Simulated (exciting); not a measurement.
NaCl:

```xyz
2
Lattice="3.5022 0.0000 0.0000 0.0000 3.5022 0.0000 0.0000 0.0000 3.5022" Properties=species:S:1:pos:R:3 pbc="T T T"
Cl    1.7511    1.7511    1.7511
Na    0.0000    0.0000    0.0000
```

Measurements of this composition are mostly on another form, of space group No. 225.

Base run:

| Quantity | Value |
| --- | --- |
| Program | exciting (release sodium) |
| Functional | revPBE |
| Potentials or basis | all-electron LAPW+lo, shipped species files, valence relativity iora* |
| rgkmax | 7.5 |
| k mesh | 8 × 8 × 8 |
| Occupations | fermi-dirac, width 0.05 eV |
| Spin | no spin polarisation |

Its results: band gap on the k mesh 4.28 eV, indirect (least direct gap 4.76 eV).

Q: After a change of settings the same cell gave: band gap on the k mesh 4.05 eV, indirect (least direct gap 4.54 eV). Which change was it?
A. functional from revPBE to BLYP
B. functional from revPBE to LDA
C. functional from revPBE to PBEsol
D. functional from revPBE to RPBE

A: A.
